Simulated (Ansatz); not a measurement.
Bi₂Te₃: the change of largest V_zz and pressure with volume scale

Results calculated with Ansatz 0.2.0, not measured. Periodic Kohn-Sham DFT of a crystal at fixed atoms, scaled to volume_scale times the given cell; pressure positive in compression, energy less spherical unpolarised free atoms, largest_vzz the field gradient of largest size among the nuclei.

The cell before it is scaled or strained (space group R3m, No. 160):
```
CELL_PARAMETERS angstrom
2.20850 1.27510 9.94670
-2.20850 1.27510 9.94670
0.00000 -2.55020 9.94670
ATOMIC_POSITIONS crystal
Bi 0.81200 0.81200 0.81200
Bi 0.40200 0.40200 0.40200
Te 0.61100 0.61100 0.61100
Te 0.20000 0.20000 0.20000
Te 0.00000 0.00000 0.00000
```

Settings of every row: method all-electron PAW; functional PBE; relativity scalar; k mesh 8x8x8; filling fermi-dirac; smearing width 0.08 eV; nucleus gaussian.

Atom start moment: 0 on all atoms.

Limits: field gradient without spin-orbit coupling on heavy atoms; no gap: field gradients move with the k mesh; no spin-orbit coupling on heavy atoms.

```csv
row,volume scale,V (Å³/atom),largest V_zz (1e21 V/m^2),pressure (GPa)
1,0.94,31.596,-5.018,5.448
2,0.96,32.268,-5.288,4.053
3,0.98,32.94,-5.557,2.804
4,0.99,33.276,-5.691,2.23
5,1,33.612,-5.824,1.685
6,1.01,33.949,-5.957,1.17
7,1.02,34.285,-6.089,0.683
8,1.04,34.957,?,?
9,1.06,35.629,-6.614,-1.02
```

Question: what largest V_zz and pressure should row 8 give?

Worked fit of largest V_zz. Take t = volume scale − 0.99. The shown rows have t = -0.05, -0.03, -0.01, 0, 0.01, 0.02, 0.03, 0.07. Least squares give largest V_zz = −5.6908 − 13.347 × t + 2.25 × t² 1e21 V/m^2; a straight line predicts inner rows, each left out in turn, worse (root mean square 0.0026 against 0.00026 1e21 V/m^2). All shown rows lie on it to the printed digit. The withheld row has t = 0.05, so the fit gives −5.6908 − 13.347 × (0.05) + 2.25 × (0.05)² = -6.353 1e21 V/m^2.

The calculation gave -6.353 1e21 V/m^2. The fit meets it to the printed digit.

Worked fit of pressure. Take u = (V_r/V)^(2/3) − 1 with V_r = 33.444 Å³ an atom, which is twice the finite (Eulerian) strain; such expansions in the strain, on which the Birch-Murnaghan equation of state is built, carry the rest volume and the bulk modulus. The shown rows have u = 0.03862, 0.02415, 0.01017, 0.00336, -0.00333, -0.00994, -0.01642, -0.04131. Least squares give pressure = 1.954 + 81.18 × u + 231.8 × u² + 227 × u³ GPa; a parabola predicts inner rows, each left out in turn, worse (root mean square 0.0036 against 0.00082 GPa). The rows lie off it by 0.000, 0.000, 0.000, 0.001, -0.001, 0.000, 0.000, 0.000. The pressure vanishes at u = -0.0259, or V = 34.79 Å³ an atom, and there the bulk modulus at fixed shape and fractions is B = −V dP/dV = (2/3)(1 + u) dP/du = 45.2 GPa. Letting shape and atoms relax would as a rule lower it, by much in layered, chain or molecular crystals. The withheld row has u = -0.02907, so the fit gives 1.954 + 81.18 × (-0.02907) + 231.8 × (-0.02907)² + 227 × (-0.02907)³ = -0.216 GPa.

The calculation gave -0.215 GPa. The fit lies 0.001 GPa (0.015 % of the column's range) below it, one unit of the last digit.
